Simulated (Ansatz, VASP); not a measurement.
**One calculation of Fe, two programs**

File INCAR:

```
SYSTEM = Fe
PREC     = Accurate       ! precision mode
ENCUT    = 520            ! plane-wave cutoff, eV
EDIFF    = 1E-8           ! SCF threshold, eV
ISMEAR   = -1             ! smearing method
SIGMA    = 0.03           ! smearing width, eV
LREAL    = .False.        ! projectors in reciprocal space
LASPH    = .True.         ! aspherical terms in the spheres
NELM     = 150            ! most SCF steps
ALGO     = Normal         ! electronic algorithm
ISIF     = 2              ! what is computed and relaxed
LWAVE    = .False.        ! write WAVECAR
LCHARG   = .False.        ! write CHGCAR
ISPIN    = 2              ! spin polarisation
MAGMOM   = 3              ! initial moments
LORBIT   = 11             ! projections on sites
LMAXMIX  = 4              ! l up to which the mixer works
GGA      = PS             ! functional
LEFG     = .True.       
NBANDS   = 14             ! bands
```

File KPOINTS:

```
Automatic mesh
0
Gamma
  17 17 17
  0 0 0
```

The input POSCAR:

```
Fe
1.0
    0.0000000000      1.8277755852      1.8277755852
    1.8277755852      0.0000000000      1.8277755852
    1.8277755852      1.8277755852      0.0000000000
Fe
1
Direct
    0.0000000000      0.0000000000      0.0000000000
```

Input for Ansatz:

```yaml
crystal:
  lattice:
    - [0.0, 1.8277755852, 1.8277755852]
    - [1.8277755852, 0.0, 1.8277755852]
    - [1.8277755852, 1.8277755852, 0.0]
  atoms:
    - { symbol: Fe, position: [0.0, 0.0, 0.0], spin: 3.0 }
magnetization:
  spin_polarized: true
kpoints:
  mp_grid: { grid: [17, 17, 17] }
  band_path:
    path:
      - [0.0, 0.0, 0.0]
      - [0.5, 0.0, 0.5]
      - [0.625, 0.25, 0.625]
      - [0.375, 0.375, 0.75]
      - [0.0, 0.0, 0.0]
      - [0.5, 0.5, 0.5]
      - [0.5, 0.25, 0.75]
      - [0.5, 0.0, 0.5]
    npoints: 5
scf:
  occupations: { method: fermi_dirac, width: 0.03 }
hamiltonian:
  xc: pbesol
  pseudopotentials: { kind: paw }
output:
  forces: true
  stress: true
  eigenvalues: true
  efg: { contact_densities: true }
```

Alike in both runs: task electric field gradients; functional PBEsol; k mesh 17 × 17 × 17; occupations fermi-dirac, width 0.03 eV; collinear spin.

|  | VASP | Ansatz |
| --- | --- | --- |
| version | VASP 6.6.1 | Ansatz 0.2.0 |
| potentials or method | VASP PAW PBE potentials, release 64 (Fe) | PAW with Ansatz's default frozen-core files, scalar-relativistic |
| plane-wave cutoff (eV) | 520 | 420 |
| valence electrons in the cell | 8 | 16 |

|  | VASP | Ansatz | Ansatz less VASP |
| --- | --- | --- | --- |
| pressure (GPa) | -10.4 | -10.5 | -0.10 |
| net moment per atom (μB) | 2.61 | 2.60 | -0.004 |
| size of the moment on the site where the two differ most (μB) | 2.60 | 2.64 | +0.042 |
| Vzz of the field gradient on the site that differs most (V/Å²) | 0.0 | 0.0 | 0.00 |

Site moments also hang on the region over which each program counts them. The two sets of potentials don't hold the same shells in valence.

Caveats: the PAW data sets were made with another functional, which shifts forces and pressure a little (VASP).
